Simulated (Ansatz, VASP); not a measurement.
# InGa3As4: VASP beside Ansatz

```xyz
8
Lattice="4.1593 0.0000 0.0000 0.0000 4.1593 0.0000 0.0000 0.0000 11.6416" Properties=species:S:1:pos:R:3 pbc="T T T"
In    0.0000    0.0000    0.0000
Ga    2.0796    2.0796    3.0115
Ga    0.0000    0.0000    5.8208
Ga    2.0796    2.0796    8.6300
As    2.0796    0.0000    4.4176
As    0.0000    2.0796    7.2240
As    2.0796    0.0000   10.0150
As    0.0000    2.0796    1.6265
```

Alike in both runs: functional PBE; k mesh 4 × 4 × 2; occupations gaussian, width 0.1 eV; no spin polarisation.

Ansatz relaxed the structure, and its values are those at the end. VASP's run is a single point on that final structure, the one shown.

|  | VASP | Ansatz |
| --- | --- | --- |
| version | VASP 6.6.1 | Ansatz 0.2.0 |
| potentials or method | VASP PAW PBE potentials, release 64 (In_d, Ga_d, As) | scalar-relativistic, plane waves, PAW |
| plane-wave cutoff (eV) | 520 | 420 |
| valence electrons in the cell | 72 | 112 |

```csv
,VASP,Ansatz,Ansatz less VASP
gap on the k mesh at the Fermi level (eV),none,none,-
pressure (GPa),0.3,0.2,-0.14
rms of the force components (eV/Å),0.010,0.010,0.0000
```

A gap of «none» marks a metal or a gap that the smearing closes. The functional is the same, so the differences come from potentials, cutoffs and numerics. The two sets of potentials don't hold the same shells in valence.

Caveats: the k mesh is coarse (spacing up to 0.38 Å⁻¹), so the values aren't converged.
